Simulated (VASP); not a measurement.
# A VASP 6.6.1 single-point calculation on LiBr

INCAR

```
ISIF = 2
METAGGA = R2SCAN
SIGMA = 0.01
NELM = 99
NSW = 0
PREC = Accurate
NBANDS = 12
LCHARG = .FALSE.
ISMEAR = 0
ALGO = Normal
LREAL = Auto
LASPH = .TRUE.
ENCUT = 520
EDIFF = 1E-7
IBRION = -1
LWAVE = .FALSE.
AMIX = 0.2
```

KPOINTS

```
KPOINTS created by Atomic Simulation Environment
0
Gamma
8 8 8
0 0 0
```

POSCAR

```
Li Br
 1.0000000000000000
     0.0000000000000000    2.7669606940000002    2.7669606940000002
     2.7669606940000002    0.0000000000000000    2.7669606940000002
     2.7669606940000002    2.7669606940000002    0.0000000000000000
 Li  Br
   1   1
Cartesian
  0.0000000000000000  0.0000000000000000  0.0000000000000000
  2.7669606940000002  2.7669606940000002  2.7669606940000002
```

The recommended PBE PAW datasets give the neutral cell 10 valence electrons.

Command

```
mpirun -np 1 vasp_std
```

OSZICAR

```
N       E                     dE             d eps       ncg     rms          rms(c)
DAV:   1     0.294039061964E+02    0.29404E+02   -0.39033E+03   696   0.765E+02
DAV:   2    -0.178649170200E+02   -0.47269E+02   -0.45804E+02   880   0.139E+02
DAV:   3    -0.207285115666E+02   -0.28636E+01   -0.28546E+01   980   0.355E+01
DAV:   4    -0.207893358079E+02   -0.60824E-01   -0.60813E-01   900   0.522E+00
DAV:   5    -0.207899637528E+02   -0.62794E-03   -0.62794E-03   928   0.477E-01    0.174E+00
DAV:   6    -0.191522802147E+02    0.16377E+01   -0.33044E-01   900   0.401E+00    0.172E+00
DAV:   7    -0.191457679963E+02    0.65122E-02   -0.14686E-01   732   0.217E+00    0.741E-01
DAV:   8    -0.191483496507E+02   -0.25817E-02   -0.80550E-03   892   0.504E-01    0.778E-01
DAV:   9    -0.191462717869E+02    0.20779E-02   -0.12295E-02   712   0.937E-01    0.118E-01
DAV:  10    -0.191461576319E+02    0.11416E-03   -0.61682E-04   884   0.210E-01    0.855E-02
DAV:  11    -0.191464642975E+02   -0.30667E-03   -0.24349E-04   828   0.135E-01    0.559E-02
DAV:  12    -0.191466433481E+02   -0.17905E-03   -0.18788E-04   892   0.106E-01    0.198E-02
DAV:  13    -0.191465089787E+02    0.13437E-03   -0.44359E-05   784   0.637E-02    0.160E-02
DAV:  14    -0.191465365364E+02   -0.27558E-04   -0.13094E-06   860   0.133E-02    0.106E-02
DAV:  15    -0.191465850776E+02   -0.48541E-04   -0.44413E-06   740   0.209E-02    0.401E-03
DAV:  16    -0.191465906104E+02   -0.55328E-05   -0.12181E-07   984   0.380E-03    0.302E-03
DAV:  17    -0.191466117832E+02   -0.21173E-04   -0.13653E-06   720   0.119E-02    0.115E-03
DAV:  18    -0.191466224324E+02   -0.10649E-04   -0.34031E-07   856   0.605E-03    0.798E-04
DAV:  19    -0.191466229742E+02   -0.54170E-06   -0.26827E-09   468   0.406E-04    0.549E-04
DAV:  20    -0.191466210933E+02    0.18809E-05   -0.15598E-08   744   0.128E-03    0.354E-05
DAV:  21    -0.191466211272E+02   -0.33927E-07   -0.25638E-10   408   0.160E-04
   1 F= -.19146621E+02 E0= -.19146621E+02  d E =-.951536E-33
```

From OUTCAR

```
k-points           NKPTS =     29   k-points in BZ     NKDIM =     29   number of bands    NBANDS=     12

   NELECT =      10.0000    total number of electrons

   dimension x,y,z NGX =    30 NGY =   30 NGZ =   30
   dimension x,y,z NGXF=    60 NGYF=   60 NGZF=   60

  energy-cutoff  :      520.00
  volume of cell :       42.37
      direct lattice vectors                 reciprocal lattice vectors
     0.000000000  2.766960694  2.766960694    -0.180703687  0.180703687  0.180703687
     2.766960694  0.000000000  2.766960694     0.180703687 -0.180703687  0.180703687
     2.766960694  2.766960694  0.000000000     0.180703687  0.180703687 -0.180703687

 k-points in reciprocal lattice and weights: KPOINTS created by Atomic Simulation Env
   0.00000000  0.00000000  0.00000000       0.002
   0.12500000  0.00000000  0.00000000       0.016
   0.25000000  0.00000000  0.00000000       0.016
   0.37500000  0.00000000  0.00000000       0.016
   0.50000000  0.00000000  0.00000000       0.008
   0.12500000  0.12500000  0.00000000       0.012
   0.25000000  0.12500000  0.00000000       0.047
   0.37500000  0.12500000  0.00000000       0.047
   ...

 E-fermi :  -0.1107

 k-point     1 :       0.0000    0.0000    0.0000
  band No.  band energies     occupation
      1     -45.9608      2.00000
      2     -14.0304      2.00000
      3      -0.1917      2.00000
      4      -0.1917      2.00000
      5      -0.1917      2.00000
      6       5.6000      0.00000
      7      11.0087      0.00000
      8      11.0087      0.00000
      9      11.0087      0.00000
     10      13.1771      0.00000
     11      13.1771      0.00000
     12      13.1778      0.00000

 k-point     2 :       0.1250    0.0000    0.0000
  band No.  band energies     occupation
      1     -45.9607      2.00000
      2     -13.9672      2.00000
      3      -0.7425      2.00000
      4      -0.2348      2.00000
      5      -0.2348      2.00000
      6       6.1023      0.00000
      7      10.3059      0.00000
      8      10.9074      0.00000
      9      10.9075      0.00000
     10      12.0330      0.00000
     11      12.0332      0.00000
     12      13.5113      0.00000

 k-point     3 :       0.2500    0.0000    0.0000
  band No.  band energies     occupation
      1     -45.9604      2.00000
      2     -13.8073      2.00000
      3      -1.8058      2.00000
      4      -0.3334      2.00000
      5      -0.3334      2.00000
      6       6.5712      0.00000
      7       9.8046      0.00000
      8       9.8050      0.00000
      9      10.3350      0.00000
     10      12.9176      0.00000
     11      12.9176      0.00000
     12      13.8773      0.00000

 k-point     4 :       0.3750    0.0000    0.0000
  band No.  band energies     occupation
      1     -45.9600      2.00000
      2     -13.6360      2.00000
      3      -2.6768      2.00000
      4      -0.4249      2.00000
      5      -0.4249      2.00000
      6       6.3445      0.00000
      7       8.9760      0.00000
      8       8.9763      0.00000
      9      11.7141      0.00000
     10      14.3262      0.00000
     11      14.7017      0.00000
     12      14.7017      0.00000

 ...

  Total       -0.2866715     -0.2866715     -0.2866715      0.0000000      0.0000000      0.0000000
  in kB      -10.8406715    -10.8406715    -10.8406715      0.0000000      0.0000000      0.0000000
  external PRESSURE =     -10.8406715 kB  Pullay stress =       0.0000000 kB

 POSITION                                       TOTAL-FORCE (eV/Angst)
 -----------------------------------------------------------------------------------
      0.00000      0.00000      0.00000         0.000000      0.000000      0.000000
      2.76696      2.76696      2.76696        -0.000000     -0.000000     -0.000000
 -----------------------------------------------------------------------------------
    total drift:                               -0.000000     -0.000000      0.000000

  FREE ENERGIE OF THE ION-ELECTRON SYSTEM (eV)
  ---------------------------------------------------
  free  energy   TOTEN  =       -19.1466211272 eV

  energy  without entropy=      -19.1466211272  energy(sigma->0) =      -19.14662113
```

It converged. Results: gap between bands v and c on the k mesh 5.79 eV; least direct gap on the k mesh 5.79 eV; pressure -1.1 GPa. Band v is the last that the valence electrons fill when counted band by band, and c is the next.

For comparison, a separate r²SCAN run of the intended cell, on usual settings and not on those above, gives a gap of 5.79 eV on its mesh and a pressure of -1.1 GPa.

The run above took about 79 s on one core of a shared host (Intel Xeon Platinum 8488C) and held 0.16 GiB at most.
